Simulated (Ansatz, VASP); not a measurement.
## One calculation of BN, two programs

```
B N
1.0
     0.00000    1.83784    1.76433
     1.83784    0.00000    1.76433
     1.83784    1.83784    0.00000
B N
1 1
Direct
  0.00000 0.00000 0.00000
  0.75000 0.75000 0.75000
```

Alike in both runs: task single point; functional PBEsol; k mesh 12 × 12 × 12; occupations gaussian, width 0.05 eV; no spin polarisation.

```csv
,VASP,Ansatz
version,VASP 6.6.1,Ansatz 0.2.0
potentials or method,"VASP PAW PBE potentials, release 64 (B, N)","scalar-relativistic, plane waves, PAW"
plane-wave cutoff (eV),520,420
valence electrons in the cell,8,8
```

|  | VASP | Ansatz | Ansatz less VASP |
| --- | --- | --- | --- |
| gap on the k mesh at the Fermi level (eV) | 3.57 | 3.58 | +0.013 |
| least direct gap on the mesh (eV) | 8.30 | 8.30 | +0.008 |
| pressure (GPa) | -5.8 | -6.3 | -0.56 |
| largest component of the traceless stress (GPa) | 15.41 | 15.41 | +0.004 |

Caveats: the PAW data sets were made with another functional, which shifts forces and pressure a little (VASP). As with any semilocal functional, this PBEsol gap is likely too small. A k mesh can miss the band edges.
